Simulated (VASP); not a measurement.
GaAs (strained zincblende), r²SCAN single-point calculation: VASP's output and Ansatz's

POSCAR

```
Ga As
 1.0000000000000000
     0.0000000000000000    2.7197616916000000    2.9278579822999999
     2.7197616916000000    0.0000000000000000    2.9278579822999999
     2.7197616916000000    2.7197616916000000    0.0000000000000000
 Ga  As
   1   1
Cartesian
  0.0000000000000000  0.0000000000000000  0.0000000000000000
  1.3598808458000000  1.3598808458000000  1.4639289911500000
```

VASP ran with the recommended PBE PAW datasets (18 valence electrons in the cell).

From OUTCAR

```
k-points           NKPTS =     59   k-points in BZ     NKDIM =     59   number of bands    NBANDS=     16

   NELECT =      18.0000    total number of electrons

   dimension x,y,z NGX =    30 NGY =   30 NGZ =   30
   dimension x,y,z NGXF=    60 NGYF=   60 NGZF=   60

  energy-cutoff  :      520.00
  volume of cell :       43.32
      direct lattice vectors                 reciprocal lattice vectors
     0.000000000  2.719761692  2.927857982    -0.183839636  0.183839636  0.170773310
     2.719761692  0.000000000  2.927857982     0.183839636 -0.183839636  0.170773310
     2.719761692  2.719761692  0.000000000     0.183839636  0.183839636 -0.170773310

 k-points in reciprocal lattice and weights: KPOINTS created by Atomic Simulation Env
   0.00000000  0.00000000  0.00000000       0.002
   0.12500000  0.00000000  0.00000000       0.016
   0.25000000  0.00000000  0.00000000       0.016
   0.37500000 -0.00000000  0.00000000       0.016
   0.50000000  0.00000000  0.00000000       0.008
   0.12500000  0.12500000  0.00000000       0.004
   0.25000000  0.12500000  0.00000000       0.016
   0.37500000  0.12500000  0.00000000       0.016
   ...

 E-fermi :   4.2976

 k-point     1 :       0.0000    0.0000    0.0000
  band No.  band energies     occupation
      1     -11.2437      2.00000
      2     -11.2241      2.00000
      3     -11.2241      2.00000
      4     -11.1357      2.00000
      5     -11.1278      2.00000
      6      -9.4305      2.00000
      7       3.7436      2.00000
      8       4.2579      2.00000
      9       4.2579      2.00000
     10       5.3784      0.00000
     11       8.0990      0.00000
     12       8.0991      0.00000
     13       8.3199      0.00000
     14      12.4978      0.00000
     15      13.9571      0.00000
     16      15.3509      0.00000

 k-point     2 :       0.1250    0.0000    0.0000
  band No.  band energies     occupation
      1     -11.2527      2.00000
      2     -11.2297      2.00000
      3     -11.2199      2.00000
      4     -11.1365      2.00000
      5     -11.1268      2.00000
      6      -9.2253      2.00000
      7       2.1576      2.00000
      8       3.6453      2.00000
      9       4.0336      2.00000
     10       6.2646      0.00000
     11       8.4030      0.00000
     12       8.4919      0.00000
     13       8.9501      0.00000
     14      13.1814      0.00000
     15      13.6029      0.00000
     16      14.5035      0.00000

 k-point     3 :       0.2500    0.0000    0.0000
  band No.  band energies     occupation
      1     -11.2894      2.00000
      2     -11.2228      2.00000
      3     -11.2107      2.00000
      4     -11.1375      2.00000
      5     -11.1238      2.00000
      6      -8.6543      2.00000
      7      -0.1983      2.00000
      8       3.0848      2.00000
      9       3.6174      2.00000
     10       5.9995      0.00000
     11       8.9887      0.00000
     12       9.1652      0.00000
     13      10.7948      0.00000
     14      13.2946      0.00000
     15      13.9307      0.00000
     16      14.1732      0.00000

 k-point     4 :       0.3750   -0.0000    0.0000
  band No.  band energies     occupation
      1     -11.3223      2.00000
      2     -11.2154      2.00000
      3     -11.2031      2.00000
      4     -11.1368      2.00000
      5     -11.1191      2.00000
      6      -7.8850      2.00000
      7      -2.1216      2.00000
      8       2.6560      2.00000
      9       3.3013      2.00000
     10       5.6094      0.00000
     11       9.0225      0.00000
     12       9.3932      0.00000
     13      12.4560      0.00000
     14      13.8067      0.00000
     15      14.8738      0.00000
     16      15.4215      0.00000

 k-point     5 :       0.5000    0.0000    0.0000
  band No.  band energies     occupation
      1     -11.3348      2.00000
      2     -11.2128      2.00000
      3     -11.2006      2.00000
      4     -11.1359      2.00000
      5     -11.1165      2.00000
      6      -7.4387      2.00000
      7      -2.9627      2.00000
      8       2.5011      2.00000
      9       3.1889      2.00000
     10       5.4648      0.00000
     11       8.9628      0.00000
     12       9.3708      0.00000
     13      12.4992      0.00000
     14      15.4088      0.00000
     15      16.5356      0.00000
     16      16.9790      0.00000

 k-point     6 :       0.1250    0.1250    0.0000
  band No.  band energies     occupation
      1     -11.2696      2.00000
      2     -11.2161      2.00000
      3     -11.2161      2.00000
      4     -11.1340      2.00000
      5     -11.1287      2.00000
      6      -9.1813      2.00000
      7       1.9245      2.00000
      8       3.5807      2.00000
      9       3.5807      2.00000
     10       7.0553      0.00000
     11       7.7292      0.00000
     12       9.1413      0.00000
     13       9.1414      0.00000
     14      11.9527      0.00000
     15      13.6622      0.00000
     16      15.8401      0.00000

 ...

  Total        1.6014212      1.6014212      0.0411113      0.0000000     -0.0000000      0.0000000
  in kB       59.2344637     59.2344637      1.5206516      0.0000000     -0.0000000      0.0000000
  external PRESSURE =      39.9965263 kB  Pullay stress =       0.0000000 kB

 POSITION                                       TOTAL-FORCE (eV/Angst)
 -----------------------------------------------------------------------------------
      0.00000      0.00000      0.00000         0.000000      0.000000     -0.000000
      1.35988      1.35988      1.46393        -0.000000     -0.000000      0.000000
 -----------------------------------------------------------------------------------
    total drift:                                0.000017      0.000017     -0.000028

  FREE ENERGIE OF THE ION-ELECTRON SYSTEM (eV)
  ---------------------------------------------------
  free  energy   TOTEN  =       -26.9893623326 eV

  energy  without entropy=      -26.9893623326  energy(sigma->0) =      -26.98936233
```

The two codes use different PAW datasets and cutoffs. VASP's cell holds 18 valence electrons and Ansatz's 28. Ansatz's stress includes a Pulay correction; VASP's doesn't.

**Question.** What does Ansatz give for the same cell and level of theory?

**Answer.** gap between bands v and c 1.14 eV; least direct gap 1.14 eV; pressure 3.9 GPa.

Ansatz printed

```
SCF 1 converged in 7 iterations: F = -8655.691982 eV  dr2 = 3.12e-8
  greatest PAW one-centre occupation: 0.999 electrons in one spin orbital (limit 2), on the As atom at site 1 (counted from 0), in its partial waves of l = 2
NSCF: frozen V_eff on 6 k-points
SCF converged after 7 iterations
Free energy (F): -8655.691982 eV
Harris-Foulkes:  -8655.691982 eV  (|F-HF|=1.82e-8)
Internal energy: -8655.691982 eV  (E = F + TS)
E sigma→0 (E₀):  -8655.691982 eV
Fermi energy:    8.696902 eV
--- Per-component energies (eV) ---
  E_band       = -316.906207
  E_kinetic    = 219.835900
  E_local      = -3853.184453  (includes V_loc(G=0)·N_el)
  E_nonlocal   = -243.004211
  E_hartree    = 1950.917507
  E_xc         = -137.306026
  E_vxc        = -144.879576  (∫ρ·V_xc dr)
  E_paw        = -3851.707737  (= ΣΔE_a)
  E_vpaw       = -205.047937  (= ΣTr[D̂ρ^β])
  E_aug_tail   = -0.000049  (compensation charges beyond the density's cutoff)
  E_vtau       = 7.539425  (kinetic-family band-sum trace: ∫τ·v_τ [+ j·A + Jᵃ·Aᵃ] dr)
  E_ewald      = -2739.132436
  E_core_change = -2.110478  (= ΣΔE_core)
  E_smearing   = -0.000000  (= −TS)
  E_closure    = 0.000000  (closes the sum)
  Σ components = -8655.691982   (vs F -8655.691982, Δ=0.00e0)
--- Forces (eV/Å), atoms counted from 1 ---
  atom   1  Ga     0.00000000     0.00000000    -0.00000000
  atom   2  As    -0.00000000    -0.00000000     0.00000000
  max |Σ_I F_I| component: 1.05e-16 eV/Å
--- Stress (GPa, compression-positive) ---
        5.796776       0.000000       0.000000
        0.000000       5.796776       0.000000
        0.000000       0.000000       0.009969
  P = ⅓ Tr σ = 3.8678 GPa (38.678 kbar)
--- Band table (eV; the first three rows and the last of 59) ---
  k-point 0: bands = ["-27.3088", "-27.3088", "-27.3000", "-27.2972", "-27.2862", "-6.7963", "-6.7761", "-6.7761", "-6.6891", "-6.6805", "-4.9886", "8.1835", "8.6969", "8.6969", "9.8378", "12.5503", "12.5503", "12.7704"]
  k-point 1: bands = ["-27.3087", "-27.3086", "-27.2998", "-27.2971", "-27.2863", "-6.8054", "-6.7820", "-6.7719", "-6.6899", "-6.6796", "-4.7832", "6.6019", "8.0852", "8.4730", "10.7192", "12.8542", "12.9434", "13.4017"]
  k-point 2: bands = ["-27.3086", "-27.3082", "-27.2994", "-27.2968", "-27.2863", "-6.8424", "-6.7752", "-6.7626", "-6.6909", "-6.6766", "-4.2118", "4.2464", "7.5247", "8.0572", "10.4532", "13.4399", "13.6173", "15.2484"]
  k-point 58: bands = ["-27.3067", "-27.3067", "-27.3011", "-27.2976", "-27.2852", "-6.9211", "-6.7189", "-6.7189", "-6.7024", "-6.6784", "-2.3863", "1.0226", "5.9706", "5.9706", "10.5896", "10.9799", "19.7305", "19.7305"]
```
